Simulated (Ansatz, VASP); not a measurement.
## Pt: VASP beside Ansatz

The input INCAR:

```
  PREC = Accurate
  ENCUT = 520
  EDIFF = 1E-7
  ISMEAR = -1
  SIGMA = 0.03
  LREAL = False
  LASPH = True
  NELM = 60
  ALGO = Normal
  ISIF = 2
  LWAVE = False
  LCHARG = False
  GGA = PE
  NBANDS = 11
```

File KPOINTS:

```
regular mesh
0
Gamma
  18 18 18
```

The input POSCAR:

```
Pt
1.0
   -0.0293685000      1.9432157500      1.9432157500
    1.9432157500     -0.0293685000      1.9432157500
    1.9432157500      1.9432157500     -0.0293685000
Pt
1
Direct
    0.0000000000      0.0000000000      0.0000000000
```

Input for Ansatz:

```yaml
crystal:
  lattice:
    - [-0.0293685, 1.94321575, 1.94321575]
    - [1.94321575, -0.0293685, 1.94321575]
    - [1.94321575, 1.94321575, -0.0293685]
  atoms:
    - { symbol: Pt, position: [0.0, 0.0, 0.0] }
kpoints:
  mp_grid: { grid: [18, 18, 18] }
scf:
  occupations: { method: fermi_dirac, width: 0.03 }
hamiltonian:
  xc: pbe
  pseudopotentials: { kind: all_electron, lapw: { basis_error: 0.00025 } }
output:
  forces: true
  stress: true
  eigenvalues: true
```

Change from the starting cell: equal xy, yz and zx shear strains of -1.5 %.

Alike in both runs: task single point; functional PBE; k mesh 18 × 18 × 18; occupations fermi-dirac, width 0.03 eV; no spin polarisation.

|  | VASP | Ansatz |
| --- | --- | --- |
| version | VASP 6.6.1 | Ansatz 0.2.0 |
| potentials or method | VASP PAW PBE potentials, release 64 (Pt) | all-electron LAPW, scalar-relativistic |
| plane-wave cutoff (eV) | 520 | see its input |

|  | VASP | Ansatz | Ansatz less VASP |
| --- | --- | --- | --- |
| pressure (GPa) | 11.1 | 11.6 | +0.50 |
| largest component of the traceless stress (GPa) | 1.18 | 1.17 | -0.018 |

Ansatz ran all-electron here, so the differences hold the error of VASP's frozen core and of both bases.

Spin-orbit coupling is left out, which matters for the levels of Pt.
